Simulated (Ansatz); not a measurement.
The system is Ir.

```xyz
1
Lattice="0.0000 1.9156 1.9156 1.9156 0.0000 1.9156 1.9156 1.9156 0.0000" Properties=species:S:1:pos:R:3 pbc="T T T"
Ir    0.0000    0.0000    0.0000
```

Below is the output of Ansatz 0.2.0 for this cell. Logs are shortened: lines on timing, memory, paths and dates and some standing lists are left out, and cuts for length are marked.

```text
Warning: RAYON_NUM_THREADS=2 ignored (pool sized by the plan → 2); use --threads N
scf.n_extra_bands = 6 over 17 filled bands (N_el = 17.0): the run solves 23 bands
Engine: ansatz 0.2.0, aarch64-unknown-linux-gnu
Pseudopotentials: kind: paw_fr
Pseudopotential: Ir, paw_fr, valence charge 17, recommended cutoff 500 eV (meta_gga), Ir.paw.azcp#standard-fr
Functional definition: r2SCAN
  parameter k0 = 0.174
  parameter k1 = 0.065
  parameter a1 = 4.9479
  exchange = r2scan_x(k0 = k0, k1 = k1, a1 = a1)
  correlation = r2scan_c
non-collinear run that drives no moment, with spin-orbit: no starting moment large enough to seed its density (crystal.atoms[].spin), no starting occupations that ask for one, no magnetisation constraint and no magnetic field, so the semilocal B_xc is pinned to zero
Crystal: 1 atoms, lattice volume = 14.059 Å³
Basis set: ecut = 500 eV, 339 PW (Γ), exchange–correlation on 80×80×80 points (64 copies of the dense FFT grid, shifted against one another)
Bands: 23, of which v1, the nominal top of the filled ones, is band 17 counted from 1 (16 counted from 0)
Symmetry: 48 space group operations + 48 with time reversal
Magnetic group: BNS 225.117 (UNI 1619), of the structure as read, at distance tolerance 2.4e-5 Å
k-points: 35 of 729
Projection manifold: j_resolved (fully-relativistic pseudo-atomic orbitals)
Non-local potential: Ir, projectors of the file, l = 0: 3, l = 1: 4, l = 2: 4, l = 3: 2
PAW form: soft (Blöchl's): semilocal exchange-correlation on the pseudo side does not see the compensation charge
PAW frozen core: Ir, regenerated for the run's functional (the file was generated under x = pbe(κ = 0.804, μ = 0.2195149727645171), c = pbe(β = 0.06672455060314922))
PAW one-centre angular grid: Ir, 590 points (default); XC on 160 Gauss nodes
Initial density: superposition of atomic densities (chi_scale 0.1, normalization cell)
Initial wavefunctions: pseudopotential atomic-orbital guess
Functional: x = r2scan, c = r2scan; τ floored in thin density (d = 2e-4 eV/Å³)
iter 1 solved again at ethr=8.46e-4 eV; its pass at ethr=3.10e-3 eV (dr2=1.44e-1 eV) is discarded
SCF iter   1: F=—  HF=-11923.926569 eV  |F-HF|=—  |Δ(HF+E_count)|=         —  Δρ=4.04e-2  dr2=1.46e-1  dr2_τ=5.73e-3  dr2_m=0.00e0 (ungated)  ethr=8.46e-4  |M|=0.00e0 ∫|m|=0.00e0 μB  |m|>n=0.0e0 m-floor=0.0e0 τ_xc=0.0e0  β_m=0.30  ⟨swp⟩=1.2  Hψ=5177  notcnv=0
[... 8 lines left out ...]
  greatest PAW one-centre occupation: 1.000 electrons in one spin orbital (limit 2), on the Ir atom at site 0 (counted from 0), in its partial waves of l = 0
NSCF: frozen V_eff on 142 k-points
SCF converged after 7 iterations
Magnetization: |M| = 0.0000 μB,  M = (+0.0000, +0.0000, +0.0000) μB
Absolute magnetization: 0.0000 μB (∫|m|)
  site 0: m = (+0.0000, +0.0000, +0.0000) μB, |m| = 0.0000 μB  (R = 1.12 Å)
Free energy (F): -11923.950913 eV
Harris-Foulkes:  -11923.950913 eV  (|F-HF|=2.61e-9)
Internal energy: -11923.948107 eV  (E = F + TS)
E sigma→0 (E₀):  -11923.949510 eV
Entropy (-TS):   -0.002806 eV (-2.806 meV/atom)
Fermi energy:    25.784239 eV
--- Per-component energies (eV) ---
  E_band       = -102.045149
  E_kinetic    = 623.405216
  E_local      = -1055.909207  (includes V_loc(G=0)·N_el)
  E_nonlocal   = 65.597345
  E_hartree    = 407.295372
  E_xc         = -255.569705
  E_vxc        = -333.834377  (∫ρ·V_xc dr)
  E_paw        = -9218.366270  (= ΣΔE_a)
  E_vpaw       = -236.619056  (= ΣTr[D̂ρ^β])
  E_aug_tail   = -0.000013  (compensation charges beyond the density's cutoff)
  E_vtau       = 20.725682  (kinetic-family band-sum trace: ∫τ·v_τ [+ j·A + Jᵃ·Aᵃ] dr)
  E_ewald      = -2490.067375
  E_core_change = -0.333470  (= ΣΔE_core)
  E_smearing   = -0.002806  (= −TS)
  E_closure    = -0.000000  (closes the sum)
  Σ components = -11923.950913   (vs F -11923.950913, Δ=0.00e0)
--- Forces (eV/Å), atoms counted from 1 ---
  atom   1  Ir    -0.00000000     0.00000000     0.00000000
  max |Σ_I F_I| component: 9.15e-27 eV/Å
--- Stress (GPa, compression-positive) ---
        4.004417      -0.000000      -0.000000
        0.000000       4.004417      -0.000000
        0.000000       0.000000       4.004417
  P = ⅓ Tr σ = 4.0044 GPa (40.044 kbar)
--- Band table (eV; the first three rows and the last of 35) ---
  k-point 0: bands = ["-68.9550", "-68.9550", "-34.8563", "-34.8563", "-21.2370", "-21.2370", "-21.2370", "-21.2370", "14.2271", "14.2271", "21.4077", "21.4077", "21.4077", "21.4077", "22.2481", "22.2481", "24.6617", "24.6617", "24.6617", "24.6617", "40.0403", "40.0403", "45.4401"]
  k-point 1: bands = ["-68.9458", "-68.9458", "-34.8811", "-34.8811", "-21.3325", "-21.3325", "-21.2547", "-21.2547", "14.7920", "14.7920", "21.2755", "21.2755", "21.5618", "21.5618", "22.3887", "22.3887", "24.4481", "24.4481", "24.6158", "24.6158", "40.9886", "40.9886", "43.7998"]
  k-point 2: bands = ["-68.9227", "-68.9227", "-34.9441", "-34.9441", "-21.5684", "-21.5684", "-21.2994", "-21.2994", "16.1775", "16.1775", "21.0429", "21.0429", "21.6888", "21.6888", "22.7201", "22.7201", "24.3801", "24.3801", "24.9133", "24.9133", "40.7315", "40.7315", "42.7686"]
  k-point 34: bands = ["-68.8525", "-68.8525", "-35.1287", "-35.1287", "-21.9614", "-21.9614", "-21.7242", "-21.7242", "19.2535", "19.2535", "20.1367", "20.1367", "20.9763", "20.9763", "24.1745", "24.1745", "27.1251", "27.1251", "32.7270", "32.7270", "35.5812", "35.5812", "36.6243"]
```

Task: Write the input and the command behind it.

Result: Band structure with r2SCAN, spin-orbit coupling, no magnetisation. The files as run (others can give the same):

input.yaml
```yaml
crystal:
  lattice:
    - [0.0, 1.9156, 1.9156]
    - [1.9156, 0.0, 1.9156]
    - [1.9156, 1.9156, 0.0]
  atoms:
    - { symbol: Ir, position: [0.0, 0.0, 0.0] }
hamiltonian:
  xc: r2scan
  pseudopotentials: { kind: paw_fr }
magnetization:
  noncollinear: true
  spin_orbit: true
kpoints:
  mp_grid: { grid: [9, 9, 9] }
  band_path:
    path:
      - [[0.0, 0.0, 0.0], [0.5, 0.0, 0.5], [0.5, 0.25, 0.75], [0.375, 0.375, 0.75], [0.0, 0.0, 0.0], [0.5, 0.5, 0.5], [0.625, 0.25, 0.625], [0.5, 0.25, 0.75], [0.5, 0.5, 0.5], [0.375, 0.375, 0.75]]
      - [[0.625, 0.25, 0.625], [0.5, 0.0, 0.5]]
    npoints: 14
scf:
  occupations: { method: fermi_dirac, width: 0.05 }
  n_extra_bands: 6
output:
  forces: true
  stress: true
  eigenvalues: true
  fatbands: true
  write_density: true
  write_potential: true
  elf: true
  volumetric_format: npy
```

Potentials or basis: Ansatz PAW.
Run with:
```console
$ ansatz run input.yaml --threads 2 --pin off --max-ram 5632MiB --backend cpu --events-out ev --progress --plain --runs-dir out
```

Caveat: the PAW data sets come from PBE, with cores solved anew for the run's functional, which leaves a small shift of forces and pressure.
